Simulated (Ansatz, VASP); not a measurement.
# Zn in VASP and in Ansatz

INCAR

```
SYSTEM = Zn
PREC     = Accurate       ! precision mode
ENCUT    = 520            ! plane-wave cutoff, eV
EDIFF    = 1E-6           ! SCF threshold, eV
ISMEAR   = 0              ! smearing method
SIGMA    = 0.15           ! smearing width, eV
LREAL    = .FALSE.        ! projectors in reciprocal space
LASPH    = .TRUE.         ! aspherical terms in the spheres
NELM     = 100            ! most SCF steps
ALGO     = Normal         ! electronic algorithm
ISIF     = 2              ! what is computed and relaxed
LWAVE    = .FALSE.        ! write WAVECAR
LCHARG   = .FALSE.        ! write CHGCAR
GGA      = PS             ! functional
NBANDS   = 12             ! bands
```

The input KPOINTS:

```
Automatic mesh
0
G
  20 20 20
  0 0 0
```

The input POSCAR:

```
Zn
1.0
    0.0000000000      1.9647760000      1.9058327200
    1.9647760000      0.0000000000      1.9058327200
    1.9647760000      1.9647760000      0.0000000000
Zn
1
Direct
    0.0000000000      0.0000000000      0.0000000000
```

Input for Ansatz:

```yaml
crystal:
  lattice:
    - [0.0, 1.964776, 1.90583272]
    - [1.964776, 0.0, 1.90583272]
    - [1.964776, 1.964776, 0.0]
  atoms:
    - { symbol: Zn, position: [0.0, 0.0, 0.0] }
basis:
  ecutwfc: 420
kpoints:
  mp_grid: { grid: [20, 20, 20] }
hamiltonian:
  xc: pbesol
scf:
  occupations: { method: gaussian, width: 0.15 }
output:
  forces: true
  stress: true
  eigenvalues: true
```

Change from the starting cell: strain +0.000 along x and y, -0.030 along z, atoms carried along.

Alike in both runs: task single point; functional PBEsol; k mesh 20 × 20 × 20; occupations gaussian, width 0.15 eV; no spin polarisation.

|  | VASP | Ansatz |
| --- | --- | --- |
| version | VASP 6.6.1 | Ansatz 0.2.0 |
| potentials or method | VASP PAW PBE potentials, release 64 (Zn) | scalar-relativistic, plane waves, PAW |
| plane-wave cutoff (eV) | 520 | 420 |
| valence electrons in the cell | 12 | 12 |

VASP gave:

| Item | Value |
| --- | --- |
| gap on the k mesh at the Fermi level (eV) | none |
| pressure (GPa) | -2.6 |
| largest component of the traceless stress (GPa) | 1.60 |

Task: Estimate Ansatz's values.

Result: gap on the k mesh at the Fermi level (eV): none; pressure (GPa): -3.0; largest component of the traceless stress (GPa): 1.61.

A gap of «none» marks a metal or a gap that the smearing closes.

Caveats: the PAW data sets were made with another functional, which shifts forces and pressure a little (VASP).
